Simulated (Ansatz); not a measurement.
**A film clamped to a substrate in RbBr**

Method: DFT r2SCAN, scalar-relativistic, plane waves, PAW (Ansatz). Settings: plane waves to 500 eV, k-mesh 6×6×6 (Γ-centred), Gaussian smearing 0.05 eV. No spin polarisation. Energies are free energies at this smearing, counted from the undisturbed cell; pressure is positive in compression.

The starting cell (as given, not relaxed at this level; it stands at 0.5 GPa):

```yaml
crystal:
  lattice:
    - [0.00000, 3.42750, 3.42750]
    - [3.42750, 0.00000, 3.42750]
    - [3.42750, 3.42750, 0.00000]
  atoms:
    - { symbol: Rb, position: [0.00000, 0.00000, 0.00000] }
    - { symbol: Br, position: [0.50000, 0.50000, 0.50000] }
```

The cell (2 atoms, V0 = 80.53 Å³) is strained by p along both x and y and by q along z, fractional coordinates fixed. τp = (1/V0) ∂E/∂p = (σxx + σyy)(1 + p)(1 + q) and τq = (1/V0) ∂E/∂q = σzz(1 + p)², with tension positive.

| p | q | ΔE (meV/atom) | τp (GPa) | τq (GPa) |
| --- | --- | --- | --- | --- |
| 0.000 | 0.000 | 0.00 | -0.94 | -0.47 |
| -0.030 | 0.000 | 18.45 | -4.16 | -0.70 |
| 0.030 | 0.000 | 1.73 | 1.25 | -0.23 |
| 0.000 | -0.030 | 8.77 | -1.17 | -1.96 |
| 0.000 | 0.030 | 0.44 | -0.71 | 0.51 |

Get the second derivatives of the energy density.

Central differences give A = ∂τp/∂p = 90 GPa (C11 + C22 + 2 C12), C = ∂τq/∂q = 41 GPa (C33) and the cross term B = ∂τq/∂p = 7.8 GPa (C13 + C23); ∂τp/∂q = 7.8 GPa must equal B, and any difference shows higher-order terms. Steps this large leave an error of some per cent of A or C in all of these, which can swamp a small B. The ions are clamped. In a cubic crystal C11 = C = 41, C12 = B/2 = 3.9 GPa and A should be 2(C11 + C12) = 90 GPa; the bulk modulus is (C11 + 2 C12)/3 = 16.3 GPa.

A film of this crystal grows with z along the normal on a substrate that imposes p. How does its thickness respond, and what does the misfit cost?

Count p and q from the stress-free cell. A free surface needs τq = 0, so q = −(B/C) p = -0.19 p. The energy density left is (A − B²/C) p²/2 = M p², with the biaxial modulus M = 44 GPa; a misfit of 1 % costs 1.12 meV/atom, against 1.13 meV/atom if the thickness were held.